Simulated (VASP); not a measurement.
Runs of VASP 6.6.1 on Se. It takes space group P3_121 (No. 152, trigonal). Conventional cell: a = 4.366 Å, b = 4.366 Å, c = 4.954 Å, α = 90.00°, β = 90.00°, γ = 120.00°. Se (site symmetry 2) is surrounded by 2 Se at 2.37 Å. 

```csv
task,level,potentials or basis,cell,k mesh,cutoff (eV),smearing,further INCAR settings,grid for exact exchange (PRECFOCK),exchange at q = 0,gap on the mesh (eV),pressure (GPa),largest force (eV/Å)
single point,PBEsol,"VASP PAW PBE potentials, release 64 (Se)",as given,7 × 7 × 6,500,gaussian 0.1 eV,ALGO = Normal; EDIFF = 1e-06,-,-,1.14,0.4,0.33
electron localisation function,LDA,"VASP PAW LDA potentials, release 64 (Se_GW)",cell strained at random at fixed volume,7 × 7 × 6,600,fermi-dirac 0.1 eV,ALGO = Fast; EDIFF = 1e-06,-,-,0.99,-0.9,0.33
single point,PBEsol,"VASP PAW PBE potentials, release 64 (Se)",as given,7 × 7 × 6,500,gaussian 0.1 eV,ALGO = Fast; EDIFF = 1.00e-06,-,-,1.14,0.4,0.33
single point,B3LYP+TS,"VASP PAW PBE potentials, release 64 (Se)",volume scaled by 1.04,5 × 5 × 4,520,fermi-dirac 0.05 eV,ALGO = Normal; EDIFF = 1.00e-06,Fast,truncated,2.41,0.4,(a)
```

Alike in all rows: no spin polarisation.

**Question.** Estimate the missing entries.

**Answer.** (a) 0.32.

Caveats: an odd mesh through Γ misses points on the zone boundary, where band edges often lie; the PAW data sets were made with another functional, which shifts forces and pressure a little (some runs).

A k mesh can miss the band edges, and the runs leave out spin-orbit coupling on Se.

Runs at the PBE level aren't shown here.
